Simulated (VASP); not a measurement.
# Cu3Au (Auricupride) (Pm-3m) in VASP: a series of runs

Aim: see how the results for Cu3Au (Auricupride) move with the level of theory and the settings. Levels: PBEsol, PBE, BLYP+D3. Tasks: relaxation of cell and atoms, single point.

Everything below comes from runs of VASP 6.6.1. Logs are shortened: lines on timing, memory, paths and dates and some standing lists are left out, and cuts for length are marked.

## (1) Starting point

Symmetry: Pm-3m, No. 221, cubic system. The conventional cell has a = 3.740 Å, b = 3.740 Å, c = 3.740 Å, α = 90.00°, β = 90.00°, γ = 90.00°. Au (site symmetry m-3m) is surrounded by 12 Cu at 2.64 Å. Around Cu (site symmetry 4/mmm) lie 4 Au at 2.64 Å and 8 Cu at 2.64 Å.

## (2) Relaxation of cell and atoms, PBEsol

INCAR reads:

```
SYSTEM = Cu3Au
PREC = Accurate ; ENCUT = 600
EDIFF = 1E-6 ; ISMEAR = -1
SIGMA = 0.05 ; LREAL = .FALSE.
LASPH = .TRUE. ; NELM = 100
ALGO = Fast ; ISIF = 3
LWAVE = .FALSE. ; LCHARG = .FALSE.
GGA = PS ; IBRION = 2
NSW = 40 ; EDIFFG = -0.01
```

KPOINTS reads:

```
regular mesh
0
G
  7 7 7
  0 0 0
```

POSCAR reads:

```
Cu3Au
1.0
    3.7400000000      0.0000000000      0.0000000000
    0.0000000000      3.7400000000      0.0000000000
    0.0000000000      0.0000000000      3.7400000000
Au Cu
1 3
Direct
    0.0000000000      0.0000000000      0.0000000000
    0.5000000000      0.5000000000      0.0000000000
    0.5000000000      0.0000000000      0.5000000000
    0.0000000000      0.5000000000      0.5000000000
```

Potentials or basis: VASP PAW PBE potentials, release 64 (Au, Cu).

Run with:

```console
$ cat potpaw_PBE.64/Au/POTCAR potpaw_PBE.64/Cu/POTCAR > POTCAR
$ mpirun -np 1 vasp_std > vasp.out
```

OUTCAR:

```text
SYSTEM = Cu3Au
   PREC = Accurate
   ENCUT = 600
   EDIFF = 1E-6
   ISMEAR = -1
   LREAL = .FALSE.
   LASPH = .TRUE.
   NELM = 100
   ISIF = 3
   GGA = PS
   IBRION = 2
   NSW = 40
   EDIFFG = -0.01

 ion  position               nearest neighbor table
   1  0.000  0.000  0.000-   2 2.64   3 2.64   4 2.64   3 2.64   4 2.64   2 2.64   4 2.64   4 2.64
                             2 2.64   3 2.64   3 2.64   2 2.64
   2  0.500  0.500  0.000-   1 2.64   3 2.64   4 2.64   3 2.64   4 2.64   1 2.64   3 2.64   3 2.64
                             1 2.64   4 2.64   4 2.64   1 2.64
   3  0.500  0.000  0.500-   1 2.64   2 2.64   4 2.64   1 2.64   2 2.64   2 2.64   4 2.64   2 2.64
                             1 2.64   4 2.64   1 2.64   4 2.64
   4  0.000  0.500  0.500-   1 2.64   2 2.64   3 2.64   1 2.64   2 2.64   1 2.64   3 2.64   1 2.64
                             2 2.64   3 2.64   2 2.64   3 2.64

  LATTYP: Found a simple cubic cell.
 ALAT       =     3.7400000000

  Lattice vectors:

 A1 = (   3.7400000000,   0.0000000000,   0.0000000000)
 A2 = (   0.0000000000,   3.7400000000,   0.0000000000)
 A3 = (   0.0000000000,   0.0000000000,   3.7400000000)

Analysis of symmetry for initial positions (statically):
=====================================================================
 Subroutine PRICEL returns:
 Original cell was already a primitive cell.

 Routine SETGRP: Setting up the symmetry group for a
 simple cubic supercell.

 Subroutine GETGRP returns: Found 48 space group operations
 (whereof 48 operations were pure point group operations)
 out of a pool of 48 trial point group operations.

The static configuration has the point symmetry O_h .

Analysis of symmetry for dynamics (positions and initial velocities):
=====================================================================
 Subroutine PRICEL returns:
 Original cell was already a primitive cell.

 Routine SETGRP: Setting up the symmetry group for a
 simple cubic supercell.

 Subroutine GETGRP returns: Found 48 space group operations
 (whereof 48 operations were pure point group operations)
 out of a pool of 48 trial point group operations.

The dynamic configuration has the point symmetry O_h .

 Subroutine INISYM returns: Found 48 space group operations
 (whereof 48 operations are pure point group operations),
 and found     1 'primitive' translations

----------------------------------------------------------------------------------------

[... 83 lines left out ...]
   ISTART =      0    job   : 0-new  1-cont  2-samecut
   ICHARG =      2    charge: 1-file 2-atom 10-const
   ISPIN  =      1    spin polarized calculation?
   LNONCOLLINEAR =      F non collinear calculations
   LSORBIT =      F    spin-orbit coupling
   LASPH  =      T    aspherical Exc in radial PAW
   ENCUT  =  600.0 eV  44.10 Ry    6.64 a.u.   7.47  7.47  7.47*2*pi/ulx,y,z
   NELM   =    100;   NELMIN=  2; NELMDL= -5     # of ELM steps
   EDIFF  = 0.1E-05   stopping-criterion for ELM
   LREAL  =      F    real-space projection
   EDIFFG = -.1E-01   stopping-criterion for IOM
   NSW    =     40    number of steps for IOM
   IBRION =      2    ionic relax: 0-MD 1-quasi-New 2-CG
   NFREE  =      1    steps in history (QN), initial steepest desc. (CG)
   ISIF   =      3    stress and relaxation
   ISYM   =      2    0-nonsym 1-usesym 2-fastsym
   POTIM  = 0.5000    time-step for ionic-motion
   TEBEG  =    0.0;   TEEND  =   0.0 temperature during run
   PSTRESS=    0.0 pullay stress
   NELECT =      44.0000    total number of electrons
   NUPDOWN=      -1.0000    fix difference up-down
   EMIN   =  10.00;   EMAX   =-10.00  energy-range for DOS
   EFERMI =   0.00;   METHOD = LEGACY
   ISMEAR =    -1;   SIGMA  =   0.05  broadening in eV -4-tet -1-fermi 0-gaus
   EFERMI_NEDOS =   21; number of points for ismear=-14 and -15
   IALGO  =     68    algorithm
   IMIX   =      4    mixing-type and parameters
     AMIX     =   0.40;   BMIX     =  1.00
     AMIX_MAG =   1.60;   BMIX_MAG =  1.00
  volume/ion in A,a.u.               =      13.08        88.26
  Fermi-wavevector in a.u.,A,eV,Ry     =   1.545328  2.920247 32.491255  2.388040
  Thomas-Fermi vector in A             =   2.650723
   LORBIT       =      0    0 simple, 1 ext, 2 COOP (PROOUT), +10 PAW based schemes
   GGA     = PS    functional components
   LHFCALC =     F    Hartree Fock is set to
   AEXX    =    0.0000 exact exchange contribution
   IVDW    =     0    specifies the selected vdW correction
   LEPSILON=     F    determine dielectric tensor
   LRPA    =     F    only Hartree local field effects (RPA)
 conjugate gradient relaxation of ions
 non-spin polarized calculation
 RMM-DIIS sequential band-by-band and
  energy-cutoff  :      600.00
  volume of cell :       52.31
 maximum number of plane-waves:      1767
 NGX is ok and might be reduce to    30
   NGX = 15   NGY = 15   NGZ = 15

--------------------------------------- Ionic step        1  -------------------------------------------

 number of electron      44.0000069 magnetization

 Free energy of the ion-electron system (eV)
  ---------------------------------------------------
  ext. energy  EPLUGINS =         0.00000000
  ---------------------------------------------------
  free energy    TOTEN  =       -17.04136556 eV

  energy without entropy =      -17.02858405  energy(sigma->0) =      -17.03497481

------------------------ aborting loop because EDIFF is reached ----------------------------------------

  FORCE on cell =-STRESS in cart. coord.  units (eV):
  Direction    XX          YY          ZZ          XY          YZ          ZX
  --------------------------------------------------------------------------------------
  -------------------------------------------------------------------------------------
  Total       -1.0021294     -1.0021294     -1.0021294     -0.0000000     -0.0000000      0.0000000
  in kB      -30.6916046    -30.6916046    -30.6916046     -0.0000000     -0.0000000      0.0000000
  external PRESSURE =     -30.6916046 kB  Pullay stress =       0.0000000 kB
[... 139 lines left out ...]
--------------------------------------- Ionic step        5  -------------------------------------------

 number of electron      44.0000063 magnetization

 Free energy of the ion-electron system (eV)
  ---------------------------------------------------
  ext. energy  EPLUGINS =         0.00000000
  ---------------------------------------------------
  free energy    TOTEN  =       -17.05161097 eV

  energy without entropy =      -17.03865089  energy(sigma->0) =      -17.04513093

 E-fermi :   8.3918     XC(G=0): -13.0321

 val. band max:        8.3714868953   @ k =   0.4286   0.4286   0.0000
 cond. band min:       8.4039975143   @ k =   0.1429   0.0000   0.0000
 fundamental gap:      0.0325106190
 Fermi energy:         8.3917621270

 k-point     1 :       0.0000    0.0000    0.0000
  band No.  band energies     occupation
      1      -1.4633      2.00000
      2       1.8571      2.00000
      3       1.8571      2.00000
      4       2.7177      2.00000
      5       2.7177      2.00000
      6       2.7177      2.00000
[... 600 lines left out ...]
  FREE ENERGIE OF THE ION-ELECTRON SYSTEM (eV)
  ---------------------------------------------------
  free  energy   TOTEN  =       -17.0516109723 eV

  energy  without entropy=      -17.0386508917  energy(sigma->0) =      -17.04513093

 reached required accuracy - stopping structural energy minimisation
```

OSZICAR:

```text
N       E                     dE             d eps       ncg     rms          rms(c)
DAV:   1     0.382317761074E+03    0.38232E+03   -0.22838E+04  1064   0.307E+03
DAV:   2     0.202173421039E+02   -0.36210E+03   -0.35223E+03  1046   0.480E+02
DAV:   3    -0.189011985612E+02   -0.39119E+02   -0.37361E+02  1262   0.197E+02
DAV:   4    -0.202795177373E+02   -0.13783E+01   -0.13670E+01  1480   0.411E+01
[... 58 lines left out ...]
RMM:   3    -0.170516419115E+02    0.27077E-03   -0.20388E-03  1095   0.737E-01    0.602E-02
RMM:   4    -0.170516197096E+02    0.22202E-04   -0.16356E-04  1101   0.117E-01    0.297E-02
RMM:   5    -0.170516137620E+02    0.59477E-05   -0.61228E-05  1055   0.126E-01    0.198E-02
RMM:   6    -0.170516104877E+02    0.32743E-05   -0.45055E-05  1062   0.864E-02    0.717E-03
RMM:   7    -0.170516109723E+02   -0.48467E-06   -0.96729E-06   896   0.318E-02
   5 F= -.17051611E+02 E0= -.17045131E+02  d E =-.102454E-01
```

Run time: 2.4 min. Hardware: 1 thread of Intel Xeon Platinum 8375C at 2.90GHz (Ice Lake), shared host; peak memory 0.19 GiB.

What came out:

* Free energy: -17.0516 eV
* Relaxed volume: 12.81 Å³/atom
* Relaxed cell: a = 3.715 Å, b = 3.715 Å, c = 3.715 Å, α = 90.00°, β = 90.00°, γ = 90.00°
* Space group after relaxing (to 0.05 Å): Pm-3m (No. 221)
* Energy gained by relaxing: 2.6 meV/atom
* Ionic steps: 5
* Pressure after relaxing: -0.1 GPa
* Band gap on the k mesh: none (metal or under the smearing width)

The path:
| step | energy change (eV) | largest force (eV/Å) | pressure (GPa) | volume (Å³) |
| --- | --- | --- | --- | --- |
| 1 | 0.0000 | 0.0000 | -3.07 | 52.31 |
| 2 | -0.0026 | 0.0000 | 2.90 | 50.44 |
| 3 | -0.0103 | 0.0000 | -0.33 | 51.29 |
| 4 | -0.0102 | 0.0000 | 0.59 | 51.20 |
| 5 | -0.0102 | 0.0000 | -0.08 | 51.26 |

Final structure:
```
Au Cu
1.0
     3.71462    0.00000    0.00000
     0.00000    3.71462    0.00000
     0.00000    0.00000    3.71462
Au Cu
1 3
Direct
  0.00000 0.00000 0.00000
  0.50000 0.50000 0.00000
  0.50000 0.00000 0.50000
  0.00000 0.50000 0.50000
```

Caveat: the PAW data sets were made with another functional, which shifts forces and pressure a little.

## (3) Single point, PBE

INCAR reads:

```
SYSTEM = Cu3Au
PREC = Accurate
ENCUT = 520
EDIFF = 1E-6
ISMEAR = 0
SIGMA = 0.026000000000000002
LREAL = .False.
LASPH = .True.
NELM = 60
ALGO = Fast
ISIF = 2
LWAVE = .False.
LCHARG = .True.
GGA = PE
LELF = .True.
LVHAR = .True.
NBANDS = 30
```

KPOINTS reads:

```
regular mesh
0
Gamma
  7 7 7
  0 0 0
```

POSCAR is that of step 2.

Potentials or basis: VASP PAW PBE potentials, release 64 (Au, Cu).

Run with:

```console
$ cat potpaw_PBE.64/Au/POTCAR potpaw_PBE.64/Cu/POTCAR > POTCAR
$ mpirun -np 1 vasp_std > vasp.out
```

OUTCAR:

```text
SYSTEM = Cu3Au
   PREC = Accurate
   ENCUT = 520
   EDIFF = 1E-6
   ISMEAR = 0
   LREAL = .False.
   LASPH = .True.
   NELM = 60
   ISIF = 2
   GGA = PE

 ion  position               nearest neighbor table
   1  0.000  0.000  0.000-   2 2.64   3 2.64   4 2.64   3 2.64   4 2.64   2 2.64   4 2.64   4 2.64
                             2 2.64   3 2.64   3 2.64   2 2.64
   2  0.500  0.500  0.000-   1 2.64   3 2.64   4 2.64   3 2.64   4 2.64   1 2.64   3 2.64   3 2.64
                             1 2.64   4 2.64   4 2.64   1 2.64
   3  0.500  0.000  0.500-   1 2.64   2 2.64   4 2.64   1 2.64   2 2.64   2 2.64   4 2.64   2 2.64
                             1 2.64   4 2.64   1 2.64   4 2.64
   4  0.000  0.500  0.500-   1 2.64   2 2.64   3 2.64   1 2.64   2 2.64   1 2.64   3 2.64   1 2.64
[... 860 lines left out ...]
  Total        1.7861294      1.7861294      1.7861294      0.0000000      0.0000000      0.0000000
  in kB       54.7026928     54.7026928     54.7026928      0.0000000      0.0000000      0.0000000
  external PRESSURE =      54.7026928 kB  Pullay stress =       0.0000000 kB

 VOLUME and BASIS-vectors are now :
 -----------------------------------------------------------------------------
  energy-cutoff  :      520.00
  volume of cell :       52.31
      direct lattice vectors                 reciprocal lattice vectors
     3.740000000  0.000000000  0.000000000     0.267379679  0.000000000  0.000000000
     0.000000000  3.740000000  0.000000000     0.000000000  0.267379679  0.000000000
     0.000000000  0.000000000  3.740000000     0.000000000  0.000000000  0.267379679

 POSITION                                       TOTAL-FORCE (eV/Angst)
 -----------------------------------------------------------------------------------
      0.00000      0.00000      0.00000         0.000000      0.000000      0.000000
      1.87000      1.87000      0.00000         0.000000      0.000000      0.000000
      1.87000      0.00000      1.87000         0.000000      0.000000      0.000000
      0.00000      1.87000      1.87000         0.000000      0.000000      0.000000
 -----------------------------------------------------------------------------------
    total drift:                                0.000000      0.000000      0.000000

  FREE ENERGIE OF THE ION-ELECTRON SYSTEM (eV)
  ---------------------------------------------------
  free  energy   TOTEN  =       -14.5545580237 eV

  energy  without entropy=      -14.5529126512  energy(sigma->0) =      -14.55373534
```

OSZICAR:

```text
N       E                     dE             d eps       ncg     rms          rms(c)
DAV:   1     0.362453354492E+03    0.36245E+03   -0.20045E+04  1288   0.239E+03
DAV:   2     0.165529911636E+02   -0.34590E+03   -0.32724E+03  1206   0.414E+02
DAV:   3    -0.163941875842E+02   -0.32947E+02   -0.30899E+02  1334   0.160E+02
DAV:   4    -0.172099886132E+02   -0.81580E+00   -0.81393E+00  1562   0.308E+01
[... 10 lines left out ...]
RMM:  15    -0.145545629260E+02    0.68659E-03   -0.27988E-03  1832   0.639E-01    0.116E-01
RMM:  16    -0.145545621498E+02    0.77624E-06   -0.29812E-05  1449   0.427E-02    0.684E-02
RMM:  17    -0.145545604460E+02    0.17038E-05   -0.11338E-05  1286   0.288E-02    0.159E-02
RMM:  18    -0.145545580417E+02    0.24043E-05   -0.12830E-05  1345   0.459E-02    0.113E-02
RMM:  19    -0.145545580237E+02    0.17989E-07   -0.27426E-06   831   0.153E-02
   1 F= -.14554558E+02 E0= -.14553735E+02  d E =-.164537E-02
```

stdout:

```text
POSCAR found type information on POSCAR AuCu
 POSCAR found :  2 types and       4 ions
 scaLAPACK will be used
 LDA part: xc-table for (Slater+PW92), standard interpolation
 POSCAR, INCAR and KPOINTS ok, starting setup
 FFT: planning ... GRIDC
 FFT: planning ... GRID_SOFT
 FFT: planning ... GRID
 WAVECAR not read
 entering main loop
```

Run time: 19 s. Hardware: 1 thread of Intel Xeon 6975P-C (Granite Rapids), shared host; peak memory 0.16 GiB.

Results:

| Property | Result |
| --- | --- |
| Free energy | -14.5546 eV |
| Pressure | 5.5 GPa |
| Band gap on the k mesh | none (metal or under the smearing width) |

Spin-orbit coupling is left out, which matters for the levels of Au.

## (4) Relaxation of cell and atoms, BLYP+D3

INCAR reads:

```
SYSTEM = Cu3Au
PREC = Accurate ; ENCUT = 600
EDIFF = 1E-6 ; ISMEAR = -1
SIGMA = 0.05 ; LREAL = .FALSE.
LASPH = .TRUE. ; NELM = 100
ALGO = Normal ; ISIF = 3
LWAVE = .FALSE. ; LCHARG = .FALSE.
GGA = B5 ; ALDAX = 1.0
AGGAX = 1.0 ; AGGAC = 1.0
ALDAC = 0.0 ; IVDW = 11
VDW_S6 = 1.0 ; VDW_S8 = 1.682
VDW_SR = 1.094 ; VDW_SR8 = 1.0
IBRION = 2 ; NSW = 40
EDIFFG = -0.02
```

KPOINTS reads:

```
Automatic mesh
0
G
  7 7 7
  0 0 0
```

POSCAR is that of step 3.

Run with:

```console
$ cat potpaw_PBE.64/Au/POTCAR potpaw_PBE.64/Cu/POTCAR > POTCAR
$ mpirun -np 1 vasp_std > vasp.out
```

Run time: 66 s. Hardware: 1 thread of Intel Xeon 6975P-C (Granite Rapids), shared host; peak memory 0.2 GiB.

It converged, with:

```yaml
Free_energy: -16.1216 eV
Relaxed_volume: 13.15 Å³/atom
Relaxed_cell: a = 3.747 Å, b = 3.747 Å, c = 3.747 Å, α = 90.00°, β = 90.00°, γ = 90.00°
Space_group_after_relaxing_to_0.05_Å: Pm-3m (No. 221)
Energy_gained_by_relaxing: 0.2 meV/atom
Ionic_steps: 3
Pressure_after_relaxing: 0.0 GPa
Band_gap_on_the_k_mesh: none (metal or under the smearing width)
Dispersion_energy_per_atom: -1.194 eV
```

Step by step:
| step | energy change (eV) | largest force (eV/Å) | pressure (GPa) | volume (Å³) |
| --- | --- | --- | --- | --- |
| 1 | 0.0000 | 0.0000 | 0.77 | 52.31 |
| 2 | -0.0004 | 0.0000 | -0.47 | 52.79 |
| 3 | -0.0007 | 0.0000 | -0.01 | 52.61 |

Final structure:
```cif
data_structure
_symmetry_space_group_name_H-M 'P 1'
_symmetry_Int_Tables_number 1
_cell_length_a 3.7470
_cell_length_b 3.7470
_cell_length_c 3.7470
_cell_angle_alpha 90.000
_cell_angle_beta 90.000
_cell_angle_gamma 90.000
_cell_volume 52.61
loop_
_atom_site_label
_atom_site_type_symbol
_atom_site_fract_x
_atom_site_fract_y
_atom_site_fract_z
_atom_site_occupancy
Au1 Au 0.00000 0.00000 0.00000 1
Cu1 Cu 0.50000 0.50000 0.00000 1
Cu2 Cu 0.50000 0.00000 0.50000 1
Cu3 Cu 0.00000 0.50000 0.50000 1
```

Levels at points of the mesh, in eV from the Fermi level:
| k point | band 18 | band 19 | band 20 | band 21 | band 22 | band 23 | band 24 | band 25 | band 26 |
| --- | --- | --- | --- | --- | --- | --- | --- | --- | --- |
| (0.00, 0.00, 0.00) | -1.57 | -1.40 | -1.40 | -1.40 | 1.45 | 1.45 | 1.45 | 6.08 | 7.56 |

Caveat: the PAW data sets were made with another functional, which shifts forces and pressure a little; pairwise dispersion overbinds metals, which lowers pressure and volume.

## (5) The runs side by side

```tsv
task	level	cell	cutoff (eV)	smearing	gap on the mesh (eV)	pressure (GPa)	relaxed volume (Å³/atom)
relaxation of cell and atoms	PBEsol	relaxed	600	fermi-dirac 0.05 eV	none	-0.1	12.81
single point	PBE	as given	520	gaussian 0.026 eV	none	5.5	-
relaxation of cell and atoms	BLYP+D3	relaxed	600	fermi-dirac 0.05 eV	none	0.0	13.15
```

Alike in all rows: potentials or basis VASP PAW PBE potentials, release 64 (Au, Cu); no spin polarisation; k mesh 7 × 7 × 7.

Caveats: the PAW data sets were made with another functional, which shifts forces and pressure a little (some runs); pairwise dispersion overbinds metals, which lowers pressure and volume (some runs).

Total energies depend on the potentials used, so only differences within one code and one set of settings carry meaning.
